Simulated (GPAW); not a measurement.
Runs of GPAW 26.7.0 on CaSe. Symmetry: Fm-3m, No. 225, cubic system. Conventional cell: a = 5.912 Å, b = 5.912 Å, c = 5.912 Å, α = 90.00°, β = 90.00°, γ = 90.00°. Se (site symmetry m-3m) is surrounded by 6 Ca at 2.96 Å. Around Ca (site symmetry m-3m) lie 6 Se at 2.96 Å. 

```tsv
task	level	potentials or basis	cell	optimizer	fmax	max steps	convergence	band path	gap on the mesh (eV)	pressure (GPa)	V0 of scaled cells (Å³/atom)	B0 (GPa)
relaxation of the atoms	PBE	GPAW PAW data sets (gpaw-data 1.2.1), pw	atoms relaxed from: strain = 0.02	BFGS	0.02 eV/Å	60	density=1e-05 forces=0.0001	-	(a)	-	-	-
equation of state	LDA	the program's PAW data sets (release 1.2.1) made for this functional, pw	as given	-	-	-	-	-	-	-	24.43	57
single point	TB-mBJ	GPAW PAW data sets for LDA (gpaw-data 1.2.1), pw	as given	-	-	-	-	-	2.85	-	-	-
band structure	r2SCAN	GPAW PAW data sets (gpaw-data 1.2.1), pw	as given	-	-	-	-	GXWKGLUWLK,UX	(b)	0.8	-	-
band structure	LDA	the program's PAW data sets (release 1.2.1) made for this functional, pw	as given	-	-	-	-	GXWKGLUWLK,UX	1.89	-2.9	-	-
equation of state	PBEsol	PAW data sets generated in the run's folder for this functional, pw	as given	-	-	-	-	-	-	-	25.41	52
```

Alike in all rows: no spin polarisation; k mesh 8 × 8 × 8; cutoff (eV) 600; smearing fermi-dirac 0.05 eV.

Task: Estimate the missing entries.

Result: (a) 2.09; (b) 2.51.

Caveats: the PAW data sets were made with another functional, which shifts forces and pressure a little (some runs); the density grid can change from cell to cell, which puts small steps into energies and stress (some runs); the relaxation stopped at its first step, so nothing moved (some runs); later steps reuse the first step's grids (some runs); a model potential gives levels but no total energy (some runs).

A k mesh can miss the band edges, and the runs leave out spin-orbit coupling on Se.
